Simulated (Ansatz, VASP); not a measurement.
# CdTe: VASP beside Ansatz

File INCAR:

```
PREC     = Accurate       # precision mode
ENCUT    = 520            # plane-wave cutoff, eV
EDIFF    = 1E-6           # SCF threshold, eV
ISMEAR   = -1             # smearing method
SIGMA    = 0.01           # smearing width, eV
LREAL    = False          # projectors in reciprocal space
LASPH    = True           # aspherical terms in the spheres
NELM     = 60             # most SCF steps
ALGO     = Normal         # electronic algorithm
ISIF     = 2              # what is computed and relaxed
LWAVE    = False          # write WAVECAR
LCHARG   = False          # write CHGCAR
GGA      = PS             # functional
NBANDS   = 16             # bands
```

KPOINTS

```
Automatic mesh
0
Gamma
  7 7 7
```

Contents of POSCAR:

```
CdTe
1.0
    0.0000000000      3.2821135562      3.2821135562
    3.2821135562      0.0000000000      3.2821135562
    3.2821135562      3.2821135562      0.0000000000
Cd Te
1 1
Direct
    0.0000000000      0.0000000000      0.0000000000
    0.7500000000      0.7500000000      0.7500000000
```

Input for Ansatz:

```yaml
crystal:
  lattice:
    - [0.0, 3.2821135562, 3.2821135562]
    - [3.2821135562, 0.0, 3.2821135562]
    - [3.2821135562, 3.2821135562, 0.0]
  atoms:
    - { symbol: Cd, position: [0.0, 0.0, 0.0] }
    - { symbol: Te, position: [0.75, 0.75, 0.75] }
kpoints:
  mp_grid: { grid: [7, 7, 7] }
  band_path:
    path:
      - [0.0, 0.0, 0.0]
      - [-0.5, -0.5, 0.0]
      - [-0.375, -0.375, 0.25]
      - [-0.375, 0.0, 0.375]
      - [0.0, 0.0, 0.0]
      - [0.0, 0.0, 0.5]
      - [-0.5, -0.25, 0.25]
      - [-0.5, -0.5, 0.0]
    npoints: 8
scf:
  occupations: { method: fermi_dirac, width: 0.01 }
hamiltonian:
  xc: pbesol
  pseudopotentials: { kind: all_electron, lapw: { basis_error: 0.0005 } }
output:
  forces: true
  stress: true
  eigenvalues: true
  populations: true
  dos: { projected: true, de: 0.2, e_range: [-14, 8] }
```

The cell is a database's computed one.

Alike in both runs: task single point; functional PBEsol; k mesh 7 × 7 × 7; occupations fermi-dirac, width 0.01 eV; no spin polarisation.

|  | VASP | Ansatz |
| --- | --- | --- |
| version | VASP 6.6.1 | Ansatz 0.2.0 |
| potentials or method | VASP PAW PBE potentials, release 64 (Cd, Te) | all-electron LAPW, scalar-relativistic |
| plane-wave cutoff (eV) | 520 | see its input |

Ansatz gave:

```
gap on the k mesh at the Fermi level (eV) : 0.55
pressure (GPa)                            : -1.3
```

Task: Which values does VASP return?

Result: gap on the k mesh at the Fermi level (eV): 0.55; pressure (GPa): -1.2.

Ansatz ran all-electron here, so the differences hold the error of VASP's frozen core and of both bases.

Caveats: the PAW data sets were made with another functional, which shifts forces and pressure a little (VASP); spin-orbit coupling is left out, which moves the levels of the heavy elements. As with any semilocal functional, this PBEsol gap is likely too small.
